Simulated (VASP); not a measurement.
Set up this calculation in VASP 6.6.1, as the native input.

```
Task                   : band structure
Functional             : RPBE
Potentials or basis    : VASP PAW PBE potentials, release 64 (W_sv, C)
Cutoff                 : 520 eV
k mesh                 : 10 × 10 × 9
Occupations            : fermi-dirac, width 0.05 eV
Spin                   : no spin polarisation
Further INCAR settings : ALGO = Fast; EDIFF = 1e-06
```

WC (Qusongite):

```
W C
1.0
     2.90650    0.00000    0.00000
    -1.45325    2.51710    0.00000
     0.00000    0.00000    2.83660
W C
1 1
Direct
  0.00000 0.00000 0.00000
  0.66667 0.33333 0.50000
```

One way to write it, as run:

POSCAR

```
WC
1.0
    2.9065000000      0.0000000000      0.0000000000
   -1.4532500000      2.5171028361      0.0000000000
    0.0000000000      0.0000000000      2.8366000000
W C
1 1
Direct
    0.0000000000      0.0000000000      0.0000000000
    0.6666666667      0.3333333333      0.5000000000
```

INCAR.step1

```
SYSTEM = WC
PREC = Accurate ; ENCUT = 520
EDIFF = 1E-6 ; ISMEAR = -1
SIGMA = 0.05 ; LREAL = .FALSE.
LASPH = .TRUE. ; NELM = 60
ALGO = Fast ; ISIF = 2
LWAVE = .FALSE. ; LCHARG = .TRUE.
LMAXMIX = 4 ; GGA = RP
```

KPOINTS.step1

```
regular mesh
0
G
  10 10 9
  0 0 0
```

INCAR.step2

```
SYSTEM = WC
PREC = Accurate ; ENCUT = 520
EDIFF = 1E-6 ; ISMEAR = 0
SIGMA = 0.05 ; LREAL = .FALSE.
LASPH = .TRUE. ; NELM = 60
ALGO = Fast ; ISIF = 2
LWAVE = .FALSE. ; LCHARG = .FALSE.
LMAXMIX = 4 ; GGA = RP
ICHARG = 11
```

KPOINTS.step2

```
path GMKGALHA,LM,KH
15
line-mode
reciprocal
 0.0000000000  0.0000000000  0.0000000000  G
 0.5000000000  0.0000000000  0.0000000000  M

 0.5000000000  0.0000000000  0.0000000000  M
 0.3333333333  0.3333333333  0.0000000000  K

 0.3333333333  0.3333333333  0.0000000000  K
 0.0000000000  0.0000000000  0.0000000000  G

 0.0000000000  0.0000000000  0.0000000000  G
 0.0000000000  0.0000000000  0.5000000000  A

 0.0000000000  0.0000000000  0.5000000000  A
 0.5000000000  0.0000000000  0.5000000000  L

 0.5000000000  0.0000000000  0.5000000000  L
 0.3333333333  0.3333333333  0.5000000000  H

 0.3333333333  0.3333333333  0.5000000000  H
 0.0000000000  0.0000000000  0.5000000000  A

 0.5000000000  0.0000000000  0.5000000000  L
 0.5000000000  0.0000000000  0.0000000000  M

 0.3333333333  0.3333333333  0.0000000000  K
 0.3333333333  0.3333333333  0.5000000000  H
```

Potentials or basis: VASP PAW PBE potentials, release 64 (W_sv, C).

Command:

```sh
$ cat potpaw_PBE.64/W_sv/POTCAR potpaw_PBE.64/C/POTCAR > POTCAR
$ cp INCAR.step1 INCAR
$ cp KPOINTS.step1 KPOINTS
$ mpirun -np 1 vasp_std > vasp.out
$ cp INCAR.step2 INCAR
$ cp KPOINTS.step2 KPOINTS
$ mpirun -np 1 vasp_std > vasp.out
```

Results of the run:

The band gap along the path is none (metal or under the smearing width).

Caveat: the log is that of the step along the path at fixed density, whose energy, stress, charges and moments have no meaning; spin-orbit coupling is left out, which moves the levels of the heavy elements.

Run time: 19 s on 1 thread of Intel(R) Xeon(R) Platinum 8488C (Sapphire Rapids), on a shared host, peak memory 0.16 GiB.
